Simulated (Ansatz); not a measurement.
Runs of Ansatz 0.2.0 on As. The structure is cubic, space group Pm-3m (No. 221). The conventional cell has a = 2.704 Å, b = 2.704 Å, c = 2.704 Å, α = 90.00°, β = 90.00°, γ = 90.00°. Around As (site symmetry m-3m) lie 6 As at 2.70 Å. This isn't the form of As at room conditions, which is rhombohedral.

```csv
task,level,cell,k mesh,cutoff (eV),target pressure (GPa),mesh quality,gap on the mesh (eV),pressure (GPa)
projected density of states,PBEsol,as given,6 × 6 × 6,420,-,coarse,none,-1.0
relaxation of cell and atoms,PBEsol,relaxed to 2 GPa,10 × 10 × 10,420,2,not flagged,none,2.0
relaxation of cell and atoms,PBEsol,relaxed to 5 GPa,10 × 10 × 10,420,5,not flagged,none,5.0
projected density of states,r2SCAN0,as given,6 × 6 × 6,500,-,coarse,none,-2.5
projected density of states,HSE06,as given,6 × 6 × 6,420,-,coarse,none,(a)
relaxation of cell and atoms,PBEsol,relaxed,10 × 10 × 10,420,0,not flagged,none,0.0
relaxation of cell and atoms,PBEsol,relaxed to 10 GPa,10 × 10 × 10,420,10,not flagged,none,10.0
projected density of states,LDA,as given,6 × 6 × 6,420,-,coarse,none,-2.3
```

Alike in all rows: potentials or basis Ansatz PAW; no spin polarisation; smearing fermi-dirac 0.05 eV.

Problem. Estimate the missing entries.

Solution. (a) -1.2.

Caveats: some runs use coarse meshes; the PAW data sets come from PBE, with cores solved anew for the run's functional, which leaves a small shift of forces and pressure; the density of states is complete only up to the lowest level of the last band computed (some runs); the plane-wave basis is chosen anew once the cell has moved, so the energies of steps on either side of that aren't comparable (some runs); the thresholds are loose for stress (some runs).

A k mesh can miss the band edges, and the runs leave out spin-orbit coupling on As.

A gap of «none» marks a metal or a gap under the smearing width.
